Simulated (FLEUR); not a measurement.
# Ag (I4/mmm) in FLEUR: a series of runs

Runs on Ag. Level: PBEsol. Tasks: single point.

Program: FLEUR MaX-R8.1 (later development tree). These are calculated values, not measurements. Logs are shortened: lines on timing, memory, paths and dates and some standing lists are left out, and cuts for length are marked.

## 1. The cell of the first run

It takes space group I4/mmm (No. 139, tetragonal). The conventional cell has a = 3.311 Å, b = 3.311 Å, c = 3.179 Å, α = 90.00°, β = 90.00°, γ = 90.00°. Ag (site symmetry 4/mmm) has 10 Ag at 2.83 to 3.18 Å as nearest neighbours.

This isn't the form of Ag at room conditions, which is fcc.

## 2. Single point, PBEsol, 17.43 Å³/atom (strain component 1 = -0.04)

The input, inp.xml:

```xml
<?xml version="1.0" encoding="UTF-8" standalone="no"?>
<fleurInput fleurInputVersion="0.39">
   <comment>
      Ag                                                                                                  
   </comment>
   <calculationSetup>
      <cutoffs Kmax="4.1" Gmax="12.7" GmaxXC="12.7" numbands="0"/>
      <scfLoop itmax="60" minDistance="0.00001" maxIterBroyd="15" imix="Anderson" alpha="0.05" precondParam="0.0" spinf="2.0" sdNocoIR="T"/>
      <coreElectrons ctail="T" frcor="F" kcrel="0" coretail_lmax="0"/>
      <xcFunctional name="PBEs" relativisticCorrections="F"/>
      <magnetism jspins="1"/>
      <soc l_soc="F" theta="0.0" phi="0.0" spav="F"/>
      <expertModes spex="0" secvar="F"/>
      <geometryOptimization l_f="T" forcealpha="1.0" forcemix="BFGS" epsdisp="0.0005" epsforce="0.0002"/>
      <ldaU l_linMix="F" mixParam="0.05" spinf="1.0"/>
   </calculationSetup>
   <cell>
      <bzIntegration valenceElectrons="19.0" mode="hist" fermiSmearingEnergy="0.00183747">
         <kPointListSelection listName="default-1"/>
         <!-- k-points included here -->
         <xi:include xmlns:xi="http://www.w3.org/2001/XInclude" href="kpts.xml"> </xi:include>
      </bzIntegration>
      <!-- symmetry operations included here -->
      <xi:include xmlns:xi="http://www.w3.org/2001/XInclude" href="sym.xml"> </xi:include>
      <bulkLattice scale="1.0">
         <bravaisMatrix>
            <row-1>   -3.0035833124145483     3.1287326170984882     3.1287326170984882</row-1>
            <row-2>    3.0035833124145483    -3.1287326170984882     3.1287326170984882</row-2>
            <row-3>    3.0035833124145483     3.1287326170984882    -3.1287326170984882</row-3>
         </bravaisMatrix>
      </bulkLattice>
   </cell>
   <atomSpecies>
      <species name="Silver (Ag)" element="Ag" atomicNumber="47">
         <mtSphere radius="2.42" gridPoints="819" logIncrement="0.016"/>
         <atomicCutoffs lmax="10" lnonsphr="10"/>
         <electronConfig flipSpins="F">
            <coreConfig>(1s1/2) (2s1/2) (2p1/2) (2p3/2) (3s1/2) (3p1/2) (3p3/2) (3d3/2) (3d5/2)</coreConfig>
            <valenceConfig>(4s1/2) (4p1/2) (4p3/2) (5s1/2) (4d3/2) (4d5/2)</valenceConfig>
            <stateOccupation state="(5s1/2)" spinUp="0.500000" spinDown="0.500000"/>
         </electronConfig>
         <energyParameters s="5" p="5" d="4" f="4"/>
         <lo type="SCLO" l="0" n="4" eDeriv="0"/>
         <lo type="SCLO" l="1" n="4" eDeriv="0"/>
         <lo type="SCLO" l="1" n="4" eDeriv="1"/>
         <lo type="SCLO" l="2" n="4" eDeriv="2"/>
         <lo type="SCLO" l="3" n="4" eDeriv="2"/>
      </species>
   </atomSpecies>
   <atomGroups>
      <atomGroup species="Silver (Ag)">
         <relPos label="                   1">.0000000000 .0000000000 .0000000000</relPos>
         <force calculate="T" relaxXYZ="TTT"/>
      </atomGroup>
   </atomGroups>
   <output dos="F" band="F" slice="F">
      <checks vchk="F" cdinf="F"/>
      <bandDOS minEnergy="-.5*Htr" maxEnergy="0.5*Htr" sigma="0.015" storeEVData="T"/>
      <vacuumDOS vacdos="F" integ="F" star="F" nstars="0" locx1="0.0" locy1="0.0" locx2="0.0" locy2="0.0" nstm="0" tworkf="0.0"/>
      <unfoldingBand unfoldBand="F" supercellX="1" supercellY="1" supercellZ="1"/>
      <plotting iplot="0" polar="F">
         <plot TwoD="T" vec1="  1.0  0.0  0.0" vec2="  0.0  1.0  0.0" vec3="  0.0  0.0  1.0" zero="  0.0  0.0  0.0" file="plot"/>
      </plotting>
      <chargeDensitySlicing numkpt="0" minEigenval="0.0" maxEigenval="0.0" nnne="0" pallst="F"/>
      <specialOutput eonly="F"/>
      <moessbauerParams electricFieldGradient="T" isomerShift="T" coreHyperfine="T" valenceHyperfine="T"/>
      <magneticCircularDichroism mcd="F" energyLo="-10.0" energyUp="0.0"/>
   </output>
  <!-- We include the file relax.xml here to enable relaxations (see documentation) -->
  <xi:include xmlns:xi="http://www.w3.org/2001/XInclude" href="relax.xml"> <xi:fallback/> </xi:include>
</fleurInput>
```

The input, crystal.txt:

```
Ag
&input cartesian=F /
-1.5894278400  1.6556540000  1.6556540000
1.5894278400  -1.6556540000  1.6556540000
1.5894278400  1.6556540000  -1.6556540000
1.8897261246
1.0 1.0 1.0

1
47 0.0000000000  0.0000000000  0.0000000000

&kpt div1=9 div2=9 div3=9 gamma=T /
```

Potentials or basis: all-electron, FLAPW.

The run is started by

```console
> inpgen -f crystal.txt -profile fastHighL
> # inp.xml edited to the form shown
> fleur_MPI
```

The log of the run:

```text
Welcome to FLEUR        (www.flapw.de)
      MaX-Release 8.1          (www.max-centre.eu)

 ========== k-point set info ==========
 Selected k-point list: default-1
 k-point list type: mesh
 9 x 9 x 9
 Number of k points: 75

 ------------Calculation Setup---------------------------
 Number of MPI-tasks      :            1
 Number of PE/node        :            1
 Number of OMP-threads    :            1
 Most efficient MPI parallelization for:
           1           3           5          15          25          75
 Additional eigenvalue parallelization possible
 Number of basis functions:          179
 Approximate size of matrices (H+S) per k-point:         0.000 GB
 --------------------------------------------------------
 Iteration:     1   Distance:      11.85394771 me/bohr^3
 Iteration:     2   Distance:      10.10568735 me/bohr^3
 Iteration:     3   Distance:       3.81480599 me/bohr^3
 Iteration:     4   Distance:       2.79126657 me/bohr^3
 Iteration:     5   Distance:       1.56315001 me/bohr^3
 Iteration:     6   Distance:       0.09282737 me/bohr^3
 Iteration:     7   Distance:       0.10754326 me/bohr^3
 Iteration:     8   Distance:       0.00485037 me/bohr^3
 Iteration:     9   Distance:       0.00628637 me/bohr^3
 Iteration:    10   Distance:       0.00040810 me/bohr^3
 Iteration:    11   Distance:       0.00009647 me/bohr^3
 Iteration:    12   Distance:       0.00001543 me/bohr^3
 Iteration:    13   Distance:       0.00000208 me/bohr^3

 ********************************************************************
 Run finished successfully
 Stop message:
   Structural relaxation: Done
 ********************************************************************
```

out.xml (last iteration):

```text
<iteration numberForCurrentRun="   14" overallNumber="   14">
         <energyParameters units="Htr">
            <atomicEP atomType="1" spin="1" branch="5s" branchLowest="-3.04" branchHighest="1.72" value="0.2164643113"/>
            <atomicEP atomType="1" spin="1" branch="5p" branchLowest="-1.68" branchHighest="2.42" value="0.3611980460"/>
            <atomicEP atomType="1" spin="1" branch="4d" branchLowest="-12.73" branchHighest="0.33" value="0.1750844927"/>
            <atomicEP atomType="1" spin="1" branch="4f" branchLowest="-9.99" branchHighest="2.38" value="0.6658916900"/>
            <loAtomicEP atomType="1" spin="1" branch="4s" branchLowest="-24.65" branchHighest="-3.04" value="-3.0459533568"/>
            <loAtomicEP atomType="1" spin="1" branch="4p" branchLowest="-20.02" branchHighest="-1.68" value="-1.7096491276"/>
            <loAtomicEP atomType="1" spin="1" branch="4p" branchLowest="-20.02" branchHighest="-1.68" value="-1.7096491276"/>
            <loAtomicEP atomType="1" spin="1" branch="4d" branchLowest="-12.73" branchHighest="0.33" value="0.1684694622"/>
            <loAtomicEP atomType="1" spin="1" branch="4f" branchLowest="-9.99" branchHighest="2.38" value="0.6658935511"/>
         </energyParameters>
         <eigenvalues>
            <eigenvaluesAt spin="1" ikpt="1" k_x="0.00000000" k_y="0.00000000" k_z="0.00000000">
                      -3.0465679321       -1.7021346359       -1.7018132388       -1.7018132388        0.0440973421
                       0.1462350008        0.1530614943        0.1530614943        0.1941575767        0.2023508432
                       0.9671545946        0.9671545946        0.9943853572        1.1881078538        1.1881078538
            </eigenvaluesAt>
            <eigenvaluesAt spin="1" ikpt="2" k_x="0.00000000" k_y="0.00000000" k_z="0.11111111">
                      -3.0464923753       -1.7026933680       -1.7020668896       -1.7019342274        0.0587764961
                       0.1452543642        0.1533257187        0.1586877124        0.1939259791        0.1998308753
                       0.9410531899        0.9696747431        0.9768602996        1.1059592466        1.1151166533
            </eigenvaluesAt>
            <eigenvaluesAt spin="1" ikpt="3" k_x="0.00000000" k_y="0.00000000" k_z="0.22222222">
                      -3.0463007990       -1.7043780766       -1.7027076988       -1.7019647248        0.0926792192
                       0.1367736211        0.1602962981        0.1808147217        0.1931255241        0.1990867872
                       0.8100887629        0.9087754149        0.9914350663        1.0111413346        1.0666151586
            </eigenvaluesAt>
            <eigenvaluesAt spin="1" ikpt="4" k_x="0.00000000" k_y="0.00000000" k_z="0.33333333">
                      -3.0460825721       -1.7063083953       -1.7034353862       -1.7019768147        0.1031716534
                       0.1270003727        0.1948072948        0.2021186658        0.2100397828        0.2145814889
                       0.6476523879        0.8442528099        0.9030503922        1.0251468956        1.0683072351
            </eigenvaluesAt>
         </eigenvalues>
         <bandgap value="0.1518463331" units="eV"/>
         <sumValenceSingleParticleEnergies value="-14.4349494121" units="Htr"/>
         <FermiEnergy value="0.3235894650" units="Htr"/>
         <valenceDensity>
            <mtCharges spin="1">
               <mtCharge atomType="1" total="17.5375884" s="2.3500027" p="6.2067818" d="8.9611340" f="0.0153172"/>
            </mtCharges>
            <spinDependentCharge spin="1" total="19.0000000" interstitial="1.4624116" mtSpheres="17.5375884"/>
            <totalCharge value="19.0000000000"/>
         </valenceDensity>
         <coreStates atomType="     1" atomicNumber=" 47" spin="1" kinEnergy="   5363.1789123566" eigValSum="  -3163.4742335868" lostElectrons=" 0.000000">
            <state n="1" l="0" j="0.5" energy="-929.3827581750" weight="1.0000000000"/>
            <state n="2" l="0" j="0.5" energy="-136.4436372422" weight="1.0000000000"/>
            <state n="2" l="1" j="0.5" energy="-126.7846385670" weight="1.0000000000"/>
            <state n="2" l="1" j="1.5" energy="-120.3468759172" weight="2.0000000000"/>
            <state n="3" l="0" j="0.5" energy="-24.6494855889" weight="1.0000000000"/>
            <state n="3" l="1" j="0.5" energy="-20.8074238591" weight="1.0000000000"/>
            <state n="3" l="1" j="1.5" energy="-19.6711291949" weight="2.0000000000"/>
            <state n="3" l="2" j="1.5" energy="-12.8639965038" weight="2.0000000000"/>
            <state n="3" l="2" j="2.5" energy="-12.6350567098" weight="3.0000000000"/>
         </coreStates>
         <allElectronCharges>
            <spinDependentCharge spin="1" total="47.0000000" interstitial="1.4624116" mtSpheres="45.5375884"/>
            <totalCharge value="46.9999999989"/>
         </allElectronCharges>
         <moessbauerParams unitsHFF="kG" unitsIS="e/bohr^3" unitsEFG="Htr/bohr^2">
            <coreIsomerShift atomType="1" isTotal="147225.01398">
               <shell n="1" l="0" isomerShift="129267.14060"/>
               <shell n="2" l="0" isomerShift="14793.52228"/>
               <shell n="2" l="1" isomerShift="309.35530"/>
               <shell n="3" l="0" isomerShift="2792.38711"/>
               <shell n="3" l="1" isomerShift="62.60868"/>
               <shell n="3" l="2" isomerShift="0.00001"/>
            </coreIsomerShift>
            <isomerShift atomType="1" nucleusRadius="0.0001124" averageDensity="147774.77750"/>
            <electricFieldGradient atomType="1" VXX="-0.04158" VYY="-0.04158" VZZ="0.08316" asymParam="0.00000">
            </electricFieldGradient>
         </moessbauerParams>
         <totalEnergy                                    value="    -5314.7953844922" units="Htr">
            <sumOfEigenvalues                            value="    -3177.9091829989">
               <coreElectrons value="-3163.4742335868"/>
               <valenceElectrons value="-14.4349494121"/>
            </sumOfEigenvalues>
            <densityCoulombPotentialIntegral value="-8545.7504928859"/>
            <densityEffectivePotentialIntegral value="-8738.8926178519"/>
            <chargeDenXCDenIntegral value="-146.9428413096"/>
            <FockExchangeEnergyValence value="0.0000000000"/>
            <FockExchangeEnergyCore value="0.0000000000"/>
            <atomTypeDependentContributions atomType="1">
               <electronNucleiInteractionDifferentMTs value="6434.1152189671"/>
               <MadelungTerm value="-21.8455126256"/>
            </atomTypeDependentContributions>
            <tkbTimesEntropy value="0.0000765754"/>
            <freeEnergy value="-5314.7954610677"/>
            <extrapolationTo0K value="-5314.7954227799"/>
         </totalEnergy>
         <totalForcesOnRepresentativeAtoms units="Htr/bohr">
            <forceTotal atomType="1" x="0.000000" y="0.000000" z="0.000000" F_x="0.00000000" F_y="0.00000000" F_z="0.00000000"/>
         </totalForcesOnRepresentativeAtoms>
      </iteration>
```

It took 61 s on 1 thread of Arm Neoverse N1, shared host; peak memory 0.07 GiB.

Results:

```yaml
Free_energy: -144622.9521 eV
Band_gap_on_the_k_mesh: none (metal or under the smearing width)
Valence_electrons_inside_the_program's_atomic_spheres: Ag 17.54 (radii Ag 2.42 bohr)
```

## 3. Single point, PBEsol, 17.79 Å³/atom (strain component 1 = -0.02)

Changes to inp.xml since step 2:

```diff
@@ -26,5 +26,5 @@
          <bravaisMatrix>
-            <row-1>   -3.0035833124145483     3.1287326170984882     3.1287326170984882</row-1>
-            <row-2>    3.0035833124145483    -3.1287326170984882     3.1287326170984882</row-2>
-            <row-3>    3.0035833124145483     3.1287326170984882    -3.1287326170984882</row-3>
+            <row-1>   -3.0661579647565187     3.1287326170984882     3.1287326170984882</row-1>
+            <row-2>    3.0661579647565187    -3.1287326170984882     3.1287326170984882</row-2>
+            <row-3>    3.0661579647565187     3.1287326170984882    -3.1287326170984882</row-3>
          </bravaisMatrix>
@@ -34,3 +34,3 @@
       <species name="Silver (Ag)" element="Ag" atomicNumber="47">
-         <mtSphere radius="2.42" gridPoints="819" logIncrement="0.016"/>
+         <mtSphere radius="2.42" gridPoints="823" logIncrement="0.016"/>
          <atomicCutoffs lmax="10" lnonsphr="10"/>
```

The input, crystal.txt:

```
Ag
&input cartesian=F /
-1.6225409200  1.6556540000  1.6556540000
1.6225409200  -1.6556540000  1.6556540000
1.6225409200  1.6556540000  -1.6556540000
1.8897261246
1.0 1.0 1.0

1
47 0.0000000000  0.0000000000  0.0000000000

&kpt div1=9 div2=9 div3=9 gamma=T /
```

Potentials or basis: all-electron, FLAPW.

The run is started by

```console
> inpgen -f crystal.txt -profile fastHighL
> # inp.xml edited to the form shown
> fleur_MPI
```

It took 65 s on 1 thread of Arm Neoverse N1, shared host; peak memory 0.07 GiB.

It converged, with:

| Property | Result |
| --- | --- |
| Free energy | -144622.9380 eV |
| Band gap on the k mesh | none (metal or under the smearing width) |
| Valence electrons inside the program's atomic spheres | Ag 17.52 (radii Ag 2.42 bohr) |
